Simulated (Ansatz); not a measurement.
A surface is cut from this relaxed crystal of GeSe:

```xyz
8
Lattice="10.7115 0.0000 0.0000 0.0000 3.8544 0.0000 0.0000 0.0000 4.2673" Properties=species:S:1:pos:R:3 pbc="T T T"
Ge    4.0781    2.8908    2.5900
Ge    1.2776    0.9636    0.4563
Ge    9.4339    2.8908    3.8110
Ge    6.6333    0.9636    1.6773
Se    1.5448    2.8908    2.1601
Se    3.8110    0.9636    4.2938
Se    6.9005    2.8908   -0.0264
Se    9.1667    0.9636    2.1072
```

Miller indices refer to the conventional cell of Pnma (No. 62), a = 10.711 Å, b = 3.854 Å, c = 4.267 Å, α = 90.00°, β = 90.00°, γ = 90.00°. The bulk's gap is 0.38 eV.

The (100) slab of 20 planes, 24.2 Å thick with 15 Å of vacuum as cut; outer planes Ge (top) and Ge (bottom).

All numbers below come from Ansatz 0.2.0, DFT PBEsol, scalar-relativistic, plane waves, PAW. Settings: cutoff 420 eV, Γ-centred mesh 9×8×1 on the computed 20-atom cell, Gaussian smearing of 0.05 eV; no spin polarisation. A dipole correction removes the field between periodic images along c.

Results for the relaxed slab:

For the relaxed slab, the surface energy (mean of both faces) is 0.17 J/m². The gap of the slab on the mesh is 0.61 eV. The bulk valence band top under the vacuum level is 4.46 eV and the bulk conduction band bottom under the vacuum level is 4.08 eV.

Relaxation lowers the energy by 0.023 J/m² a face; the largest move is 0.117 Å.

```
plane (bottom to top) atoms spacing to next, bulk (Å) relaxed (Å) change (%)
                    1     Ge                      0.267        0.083       -69.1
                    2     Se                      2.266        2.401        +5.9
                    3     Se                      0.267        0.120       -55.2
                    4     Ge                      2.555        2.662        +4.2
                    5     Ge                      0.267        0.262        -2.0
                    6     Se                      2.266        2.264        -0.1
                    7     Se                      0.267        0.266        -0.6
                    8     Ge                      2.555        2.546        -0.3
                    9     Ge                      0.267        0.271        +1.3
                   10     Se                      2.266        2.262        -0.2
                   11     Se                      0.267        0.271        +1.3
                   12     Ge                      2.555        2.546        -0.3
                   13     Ge                      0.267        0.266        -0.5
                   14     Se                      2.266        2.264        -0.1
                   15     Se                      0.267        0.262        -2.0
                   16     Ge                      2.555        2.661        +4.2
                   17     Ge                      0.267        0.120       -55.2
                   18     Se                      2.266        2.401        +5.9
                   19     Se                      0.267        0.083       -69.0
                   20     Ge
```

An odd mesh misses points on the zone edge, so a gap read on it can be too wide. Gaps are read on the k points sampled, so a band crossing between them can be missed.